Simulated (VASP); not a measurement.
HfO2:

```xyz
12
Lattice="5.1180 0.0000 0.0000 0.0000 5.1857 0.0000 -0.8587 0.0000 5.2139" Properties=species:S:1:pos:R:3 pbc="T T T"
Hf    0.8021    2.3870    3.6914
Hf    3.0279    4.9798    4.1294
Hf    3.4573    2.7987    1.5224
Hf    1.2314    0.2059    1.0845
O    -0.3473    0.8733    4.4146
O     4.1773    3.4661    3.4062
O     4.6066    4.3124    0.7993
O     0.0821    1.7196    1.8076
O     1.4549    3.8473    5.1101
O     2.3751    1.2544    2.7107
O     2.8045    1.3384    0.1038
O     1.8842    3.9313    2.5032
```

```yaml
Program: VASP 6.6.1
Task: relaxation of cell and atoms
Functional: PBE
Dispersion: D3(BJ)
Potentials_or_basis: VASP PAW PBE potentials, release 64 (Hf_pv, O)
Cutoff: 600 eV
k_mesh: 5 × 5 × 5
Occupations: fermi-dirac, width 0.05 eV
Spin: no spin polarisation
```

At the start: pressure -0.9 GPa; volume 11.53 Å³/atom.

**Question.** Where does the relaxation end?

**Answer.** Over 29 steps the energy falls by 2.6 meV/atom and the volume is 11.47 Å³/atom (-0.6 %); space group P2_1/c (No. 14, to 0.05 Å).

The path:
| step | energy change (eV) | largest force (eV/Å) | pressure (GPa) | volume (Å³) |
| --- | --- | --- | --- | --- |
| 1 | 0.0000 | 0.4593 | -0.86 | 138.38 |
| 2 | -0.0221 | 0.2265 | 0.91 | 137.15 |
| 3 | -0.0237 | 0.1616 | 0.50 | 137.40 |
| 4 | -0.0286 | 0.0892 | -0.28 | 137.86 |
| 5 | -0.0287 | 0.0857 | -0.23 | 137.83 |
| 6 | -0.0306 | 0.0360 | 0.11 | 137.65 |
| 7 | -0.0308 | 0.0264 | 0.15 | 137.59 |
| 8 | -0.0308 | 0.0258 | 0.20 | 137.57 |
| 9 | -0.0308 | 0.0537 | -0.26 | 137.82 |
| 10 | -0.0310 | 0.0196 | -0.05 | 137.70 |
| 11 | -0.0311 | 0.0122 | 0.02 | 137.69 |
| 12 | -0.0311 | 0.0123 | 0.01 | 137.69 |
| 13 | -0.0311 | 0.0104 | -0.01 | 137.70 |
| 14 | -0.0312 | 0.0096 | -0.04 | 137.72 |
| 15 | -0.0312 | 0.0090 | 0.01 | 137.69 |
| 16 | -0.0312 | 0.0137 | 0.13 | 137.61 |
| 17 | -0.0312 | 0.0133 | 0.13 | 137.61 |
| 18 | -0.0313 | 0.0121 | 0.12 | 137.60 |
| 19 | -0.0313 | 0.0115 | 0.12 | 137.59 |
| 20 | -0.0314 | 0.0138 | 0.13 | 137.57 |
| 21 | -0.0314 | 0.0187 | 0.12 | 137.53 |
| 22 | -0.0314 | 0.0168 | 0.12 | 137.54 |
| 23 | -0.0315 | 0.0130 | 0.01 | 137.60 |
| 24 | -0.0315 | 0.0122 | -0.06 | 137.64 |
| 25 | -0.0315 | 0.0091 | -0.05 | 137.63 |
| 26 | -0.0316 | 0.0149 | -0.01 | 137.61 |
| 27 | -0.0316 | 0.0065 | 0.00 | 137.59 |
| 28 | -0.0316 | 0.0065 | 0.01 | 137.58 |
| 29 | -0.0316 | 0.0042 | 0.01 | 137.59 |

Final structure:
```
Hf O
1.0
     5.10454    0.00000   -0.00954
     0.00000    5.17729    0.00000
    -0.86619    0.00000    5.20775
Hf O
4 8
Direct
  0.27668 0.45765 0.70778
  0.72332 0.95765 0.79222
  0.72332 0.54235 0.29222
  0.27668 0.04235 0.20777
  0.07046 0.16467 0.84211
  0.92954 0.66467 0.65789
  0.92954 0.83533 0.15789
  0.07046 0.33533 0.34211
  0.44704 0.74195 0.97976
  0.55296 0.24195 0.52025
  0.55296 0.25805 0.02024
  0.44704 0.75805 0.47976
```
